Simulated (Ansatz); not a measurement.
# ZnF2: phonons and Grüneisen parameters

Aim: phonons by finite displacements on a 1×1×1 mesh of wavevectors, at three volumes, and the mode Grüneisen parameters. Runs: reference run (LAPW); volume scaled by 0.980 (LAPW); volume scaled by 1.020 (LAPW); mode Grüneisen parameters (LAPW). Companion runs by PAW are cited.

Program: Ansatz 0.2.0. Level of theory: DFT PBEsol, all-electron LAPW, scalar-relativistic unless said. These are calculated values, not measurements.

2 further runs of the same task are left out: 2 that didn't finish.

### Step 1. The system as given

Symmetry: P4_2/mnm, No. 136, tetragonal system. The conventional cell has a = 4.717 Å, b = 4.717 Å, c = 3.129 Å, α = 90.00°, β = 90.00°, γ = 90.00°. Zn (site symmetry mmm) is surrounded by 6 F at 2.03 to 2.04 Å. Around F (site symmetry m2m) lie 3 Zn at 2.03 to 2.04 Å.

Structure file:

```
Zn F
1.0
     4.71725    0.00000    0.00000
     0.00000    4.71725    0.00000
     0.00000    0.00000    3.12855
Zn F
2 4
Direct
  0.00000 0.00000 0.00000
  0.50000 0.50000 0.50000
  0.30384 0.30384 0.00000
  0.19616 0.80384 0.50000
  0.69616 0.69616 0.00000
  0.80384 0.19616 0.50000
```

Cartesian axes are those of the input's lattice vectors. The structure goes back to a database entry.

### Step 2. Reference run, LAPW

Contents of input.yaml:

```yaml
crystal:
  lattice:
    - [4.71724984611, 0.0, 0.0]
    - [0.0, 4.71724984611, 0.0]
    - [0.0, 0.0, 3.1285501315]
  atoms:
    - { symbol: Zn, position: [0.0, 0.0, 0.0] }
    - { symbol: Zn, position: [0.5, 0.5, 0.5] }
    - { symbol: F, position: [0.303836018547, 0.303836018547, 0.0] }
    - { symbol: F, position: [0.196163981453, 0.803836018547, 0.5] }
    - { symbol: F, position: [0.696163981453, 0.696163981453, 0.0] }
    - { symbol: F, position: [0.803836018547, 0.196163981453, 0.5] }
kpoints:
  mp_grid: { grid: [4, 4, 6] }
scf:
  occupations: { method: fixed }
hamiltonian:
  xc: pbesol
  pseudopotentials: { kind: all_electron, lapw: { basis_error: 0.001 } }
phonons:
  supercell: [1, 1, 1]
```

Launch:

```
> ansatz run input.yaml --threads 2 --pin off --max-ram 6144MiB --backend cpu --events-out ev --progress --plain --runs-dir out
```

### Step 3. Volume scaled by 0.980, LAPW

Contents of input.yaml:

```yaml
crystal:
  lattice:
    - [4.68558949723, 0.0, 0.0]
    - [0.0, 4.68558949723, 0.0]
    - [0.0, 0.0, 3.10755251808]
  atoms:
    - { symbol: Zn, position: [0.0, 0.0, 0.0] }
    - { symbol: Zn, position: [0.5, 0.5, 0.5] }
    - { symbol: F, position: [0.303170683498, 0.303170683498, 0.0] }
    - { symbol: F, position: [0.196829316502, 0.803170683498, 0.5] }
    - { symbol: F, position: [0.696829316502, 0.696829316502, 0.0] }
    - { symbol: F, position: [0.803170683498, 0.196829316502, 0.5] }
kpoints:
  mp_grid: { grid: [4, 4, 6] }
scf:
  occupations: { method: fixed }
hamiltonian:
  xc: pbesol
  pseudopotentials: { kind: all_electron, lapw: { basis_error: 0.001 } }
phonons:
  supercell: [1, 1, 1]
```

### Step 4. Volume scaled by 1.020, LAPW

Contents of input.yaml:

```yaml
crystal:
  lattice:
    - [4.74849082177, 0.0, 0.0]
    - [0.0, 4.74849082177, 0.0]
    - [0.0, 0.0, 3.14926961036]
  atoms:
    - { symbol: Zn, position: [0.0, 0.0, 0.0] }
    - { symbol: Zn, position: [0.5, 0.5, 0.5] }
    - { symbol: F, position: [0.304585657037, 0.304585657037, 0.0] }
    - { symbol: F, position: [0.195414342963, 0.804585657037, 0.5] }
    - { symbol: F, position: [0.695414342963, 0.695414342963, 0.0] }
    - { symbol: F, position: [0.804585657037, 0.195414342963, 0.5] }
kpoints:
  mp_grid: { grid: [4, 4, 6] }
scf:
  occupations: { method: fixed }
hamiltonian:
  xc: pbesol
  pseudopotentials: { kind: all_electron, lapw: { basis_error: 0.001 } }
phonons:
  supercell: [1, 1, 1]
```

(Steps that only read results are left out.)

Q: Predict the outcome of this session. Wanted: highest mode on the mesh, without the LO shift; optical modes at Γ.

The runs gave:

| quantity | value |
| --- | --- |
| highest mode on the mesh, without the LO shift (LAPW) | 503 cm⁻¹ |
| optical modes at Γ | 63 (B1g), 115 (B1u), 161 (Eu), 238 (Eu), 238 (A2g), 239 (Eg), 292 (A2u), 329 (A1g) cm⁻¹ |
| mean Grüneisen parameter at 300 K (LAPW) | 0.28 |

**Reading.** No mode at Γ is unstable, and no other wavevector was sampled; the highest lies at 503 cm⁻¹ by LAPW. Weighted by heat capacity at 300 K the mean Grüneisen parameter of the sampled modes is 0.28; optical modes at Γ alone don't fix the expansion. A γ over 10 in size belongs to a mode near zero frequency and has no meaning. Some modes have negative γ and soften under compression. PAW differs from LAPW by at most 1.0 cm⁻¹. Each set of modes is computed in the harmonic approximation. Cautions: zone-boundary modes aren't tested.
